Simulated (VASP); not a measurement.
# AlN (P6_3/mmc) in VASP: a series of runs

The runs below take AlN through single point, with PBEsol.

Program: VASP 6.6.1. These are calculated values, not measurements. Logs are shortened: lines on timing, memory, paths and dates and some standing lists are left out, and cuts for length are marked.

## Step 1: Starting point

It takes space group P6_3/mmc (No. 194, hexagonal). The conventional cell has a = 3.312 Å, b = 3.312 Å, c = 4.188 Å, α = 90.00°, β = 90.00°, γ = 120.00°. Around Al (site symmetry -6m2) lie 5 N at 1.91 to 2.09 Å. N (site symmetry -6m2) is surrounded by 5 Al at 1.91 to 2.09 Å.

Measurements of this composition are mostly on another form, of space group No. 186.

## Step 2: Single point, PBEsol

INCAR

```
PREC     = Accurate       # precision mode
ENCUT    = 450            # plane-wave cutoff, eV
EDIFF    = 1E-6           # SCF threshold, eV
ISMEAR   = 0              # smearing method
SIGMA    = 0.05           # smearing width, eV
LREAL    = False          # projectors in reciprocal space
LASPH    = True           # aspherical terms in the spheres
NELM     = 100            # most SCF steps
ALGO     = Normal         # electronic algorithm
ISIF     = 2              # what is computed and relaxed
LWAVE    = False          # write WAVECAR
LCHARG   = False          # write CHGCAR
GGA      = PS             # functional
ADDGRID  = False
```

KPOINTS

```
regular mesh
0
Gamma
  8 8 6
```

POSCAR

```
AlN
1.0
    3.3121157418      0.0000000000      0.0000000000
   -1.6560578709      2.8683763727      0.0000000000
    0.0000000000      0.0000000000      4.1875630000
Al N
2 2
Direct
    0.6237580000      0.3299140000      0.2556100000
    0.3117670000      0.6288490000      0.7350250000
    0.6903480000      0.3199170000      0.7468030000
    0.3351220000      0.6696830000      0.2481240000
```

Potentials or basis: VASP PAW PBE potentials, release 64 (Al, N).

The run is started by

```
$ cat potpaw_PBE.64/Al/POTCAR potpaw_PBE.64/N/POTCAR > POTCAR
$ mpirun -np 1 vasp_std > vasp.out
```

OUTCAR:

```text
PREC = Accurate
   ENCUT = 450
   EDIFF = 1E-6
   ISMEAR = 0
   LREAL = False
   LASPH = True
   NELM = 100
   ISIF = 2
   GGA = PS

 Found    196 irreducible k-points:

 Following reciprocal coordinates:
            Coordinates               Weight
  0.000000  0.000000  0.000000      1.000000
  0.125000  0.000000  0.000000      2.000000
  0.000000  0.125000  0.000000      2.000000
 -0.125000  0.125000  0.000000      2.000000
  0.250000  0.000000  0.000000      2.000000
  0.000000  0.250000  0.000000      2.000000
   k-points           NKPTS =    196   k-points in BZ     NKDIM =    196   number of bands    NBANDS=     12
   number of dos      NEDOS =    301   number of ions     NIONS =      4
   total plane-waves  NPLWV =  17280
   dimension x,y,z NGX =    24 NGY =   24 NGZ =   30
   dimension x,y,z NGXF=    48 NGYF=   48 NGZF=   60
   ions per type =               2   2
   NGX,Y,Z   is equivalent  to a cutoff of  12.05, 12.05, 11.91 a.u.
   NGXF,Y,Z  is equivalent  to a cutoff of  24.09, 24.09, 23.82 a.u.
 SYSTEM =  unknown system
   PREC   = accura    normal or accurate (medium, high low for compatibility)
   ISTART =      0    job   : 0-new  1-cont  2-samecut
   ICHARG =      2    charge: 1-file 2-atom 10-const
   ISPIN  =      1    spin polarized calculation?
   LNONCOLLINEAR =      F non collinear calculations
   LSORBIT =      F    spin-orbit coupling
   LASPH  =      T    aspherical Exc in radial PAW
   ENCUT  =  450.0 eV  33.07 Ry    5.75 a.u.   5.73  5.73  7.24*2*pi/ulx,y,z
   NELM   =    100;   NELMIN=  2; NELMDL= -5     # of ELM steps
   EDIFF  = 0.1E-05   stopping-criterion for ELM
   LREAL  =      F    real-space projection
   EDIFFG = 0.1E-04   stopping-criterion for IOM
   NSW    =      0    number of steps for IOM
   IBRION =     -1    ionic relax: 0-MD 1-quasi-New 2-CG
   NFREE  =      0    steps in history (QN), initial steepest desc. (CG)
   ISIF   =      2    stress and relaxation
   ISYM   =      2    0-nonsym 1-usesym 2-fastsym
   POTIM  = 0.5000    time-step for ionic-motion
   TEBEG  =    0.0;   TEEND  =   0.0 temperature during run
   PSTRESS=    0.0 pullay stress
   NELECT =      16.0000    total number of electrons
   NUPDOWN=      -1.0000    fix difference up-down
   EMIN   =  10.00;   EMAX   =-10.00  energy-range for DOS
   EFERMI =   0.00;   METHOD = LEGACY
   ISMEAR =     0;   SIGMA  =   0.05  broadening in eV -4-tet -1-fermi 0-gaus
   EFERMI_NEDOS =   21; number of points for ismear=-14 and -15
   IALGO  =     38    algorithm
   IMIX   =      4    mixing-type and parameters
     AMIX     =   0.40;   BMIX     =  1.00
     AMIX_MAG =   1.60;   BMIX_MAG =  1.00
  volume/ion in A,a.u.               =       9.95        67.12
  Fermi-wavevector in a.u.,A,eV,Ry     =   1.208409  2.283561 19.867927  1.460251
  Thomas-Fermi vector in A             =   2.344017
   LORBIT       =      0    0 simple, 1 ext, 2 COOP (PROOUT), +10 PAW based schemes
   GGA     = PS    functional components
   LHFCALC =     F    Hartree Fock is set to
   AEXX    =    0.0000 exact exchange contribution
   IVDW    =     0    specifies the selected vdW correction
   LEPSILON=     F    determine dielectric tensor
   LRPA    =     F    only Hartree local field effects (RPA)
 non-spin polarized calculation
 Gauss-broadening in eV      SIGMA  =   0.05
  energy-cutoff  :      450.00
  volume of cell :       39.78
 maximum number of plane-waves:       880
   NGX = 11   NGY = 11   NGZ = 15

 number of electron      16.0000000 magnetization

 Free energy of the ion-electron system (eV)
  ---------------------------------------------------
  ext. energy  EPLUGINS =         0.00000000
  ---------------------------------------------------
  free energy    TOTEN  =       -30.55106046 eV

  energy without entropy =      -30.55106046  energy(sigma->0) =      -30.55106046

 E-fermi :   8.1295     XC(G=0): -11.3508

 val. band max:        7.8501275297   @ k =   0.0000   0.0000   0.0000
 cond. band min:      10.9400032318   @ k =   0.0000   0.0000   0.0000
 fundamental gap:      3.0898757021
 Fermi energy:         8.1295072773

 k-point     1 :       0.0000    0.0000    0.0000
  band No.  band energies     occupation
      1      -8.9212      2.00000
      2      -5.2652      2.00000
      3       0.9539      2.00000
      4       4.5147      2.00000
      5       4.5591      2.00000
      6       6.0456      2.00000
      7       6.4560      2.00000
      8       7.8501      2.00000
      9      10.9400      0.00000
     10      12.1462      0.00000
     11      15.5517      0.00000
     12      16.4745      0.00000

 k-point     2 :       0.1250    0.0000    0.0000
  band No.  band energies     occupation
      1      -8.7420      2.00000
      2      -5.2650      2.00000
      3       1.1478      2.00000
      4       3.9247      2.00000
      5       4.3030      2.00000
      6       5.6305      2.00000
      7       6.3123      2.00000
      8       7.5417      2.00000
      9      11.6722      0.00000
     10      12.8203      0.00000
     11      15.1052      0.00000
     12      16.7652      0.00000

 k-point     3 :       0.0000    0.1250    0.0000
  band No.  band energies     occupation
      1      -8.7430      2.00000
      2      -5.2626      2.00000
      3       1.1463      2.00000
      4       3.9093      2.00000
      5       4.3096      2.00000
      6       5.6822      2.00000
      7       6.2624      2.00000
      8       7.5500      2.00000
      9      11.6871      0.00000
     10      12.8208      0.00000
     11      15.0137      0.00000
     12      16.8510      0.00000

 k-point     4 :      -0.1250    0.1250    0.0000
  band No.  band energies     occupation
      1      -8.7440      2.00000
      2      -5.2549      2.00000
      3       1.1442      2.00000
      4       3.8362      2.00000
      5       4.3446      2.00000
      6       5.5009      2.00000
      7       6.5075      2.00000
      8       7.5662      2.00000
      9      11.7384      0.00000
     10      12.7085      0.00000
     11      15.6018      0.00000
     12      16.2379      0.00000

 k-point     5 :       0.2500    0.0000    0.0000
  band No.  band energies     occupation
      1      -8.2331      2.00000
      2      -5.3368      2.00000
      3       1.7103      2.00000
      4       2.7387      2.00000
      5       3.8253      2.00000
      6       4.5882      2.00000
      7       6.3661      2.00000
      8       6.7041      2.00000
      9      12.3642      0.00000
     10      13.8108      0.00000
     11      15.3314      0.00000
     12      16.7460      0.00000

 k-point     6 :       0.0000    0.2500    0.0000
  band No.  band energies     occupation
      1      -8.2382      2.00000
      2      -5.3257      2.00000
      3       1.7027      2.00000
      4       2.6935      2.00000
      5       3.8327      2.00000
      6       4.6732      2.00000
      7       6.3016      2.00000
      8       6.7337      2.00000
      9      12.3805      0.00000
     10      13.7763      0.00000
     11      15.2480      0.00000
     12      16.4542      0.00000

 [... further k-points ...]

------------------------ aborting loop because EDIFF is reached ----------------------------------------

  FORCE on cell =-STRESS in cart. coord.  units (eV):
  Direction    XX          YY          ZZ          XY          YZ          ZX
  --------------------------------------------------------------------------------------
  -------------------------------------------------------------------------------------
  Total        0.7879664     -0.7096716     -0.9102610      0.2600585      0.0788258     -0.2425886
  in kB       31.7333037    -28.5801853    -36.6584013     10.4731804      3.1745057     -9.7696253
  external PRESSURE =     -11.1684277 kB  Pullay stress =       0.0000000 kB

 VOLUME and BASIS-vectors are now :
 -----------------------------------------------------------------------------
  energy-cutoff  :      450.00
  volume of cell :       39.78
      direct lattice vectors                 reciprocal lattice vectors
     3.312115742  0.000000000  0.000000000     0.301921816  0.174314642  0.000000000
    -1.656057871  2.868376373  0.000000000     0.000000000  0.348629284  0.000000000
     0.000000000  0.000000000  4.187563000     0.000000000  0.000000000  0.238802377

 POSITION                                       TOTAL-FORCE (eV/Angst)
 -----------------------------------------------------------------------------------
      1.51960      0.94632      1.07038         2.508578     -0.441804     -0.623751
     -0.00880      1.80378      3.07796         1.606057      1.579864      0.646370
      1.75671      0.91764      3.12728        -2.644714     -0.985168     -0.043905
      0.00093      1.92090      1.03903        -1.469921     -0.152892      0.021286
 -----------------------------------------------------------------------------------
    total drift:                                0.000012      0.000330      0.000159

  FREE ENERGIE OF THE ION-ELECTRON SYSTEM (eV)
  ---------------------------------------------------
  free  energy   TOTEN  =       -30.5510604558 eV

  energy  without entropy=      -30.5510604558  energy(sigma->0) =      -30.55106046
```

Wall time 19 s (1 thread of Intel Xeon 6975P-C (Granite Rapids), shared host); peak memory 0.19 GiB.

These settings aren't checked as converged: the numbers below hold their error.

What came out:

| Item | Value |
| --- | --- |
| Free energy | -30.5511 eV |
| Largest force | 2.823 eV/Å |
| Band gap on the k mesh | 3.09 eV, direct |

Caveat: the cutoff is under 1.25 times the usual one of these potentials, so pressure, stress and relaxed cells hold a basis-set (Pulay) error; the PAW data sets were made with another functional, which shifts forces and pressure a little.

## Step 3: Single point, PBEsol

INCAR, as its differences from that of step 2:

```diff
@@ -1,3 +1,3 @@
 PREC     = Accurate       # precision mode
-ENCUT    = 450            # plane-wave cutoff, eV
+ENCUT    = 900            # plane-wave cutoff, eV
 EDIFF    = 1E-6           # SCF threshold, eV
```

KPOINTS

```
regular mesh
0
Gamma
  6 6 4
```

POSCAR

```
AlN
1.0
    3.3121157418      0.0000000000      0.0000000000
   -1.6560578709      2.8683763727      0.0000000000
    0.0000000000      0.0000000000      4.1875630000
Al N
2 2
Direct
    0.6666666667      0.3333333333      0.2500000000
    0.3333333333      0.6666666667      0.7500000000
    0.6666666667      0.3333333333      0.7500000000
    0.3333333333      0.6666666667      0.2500000000
```

Potentials or basis: VASP PAW PBE potentials, release 64 (Al, N).

The run is started by

```
$ cat potpaw_PBE.64/Al/POTCAR potpaw_PBE.64/N/POTCAR > POTCAR
$ mpirun -np 1 vasp_std > vasp.out
```

It took 8.4 s on 1 thread of Intel Xeon 6975P-C (Granite Rapids), shared host; peak memory 0.19 GiB.

The run converged, but some of its settings lie outside the range that counts as converged, so its numbers aren't taken as properties of the crystal.

Results:

- Free energy: -30.9520 eV
- Pressure: -3.4 GPa
- Band gap on the k mesh: 3.19 eV, direct

Caveat: the PAW data sets were made with another functional, which shifts forces and pressure a little.

## Step 4: The reference run

An earlier run on the cell as given: functional PBE; potentials or basis VASP PAW PBE potentials, release 64 (Al, N); cutoff 520 eV; k mesh 9 × 9 × 7; occupations fermi-dirac, width 0.05 eV; no spin polarisation.

- Pressure: 0.0 GPa
- Band gap on the k mesh: 3.27 eV, direct
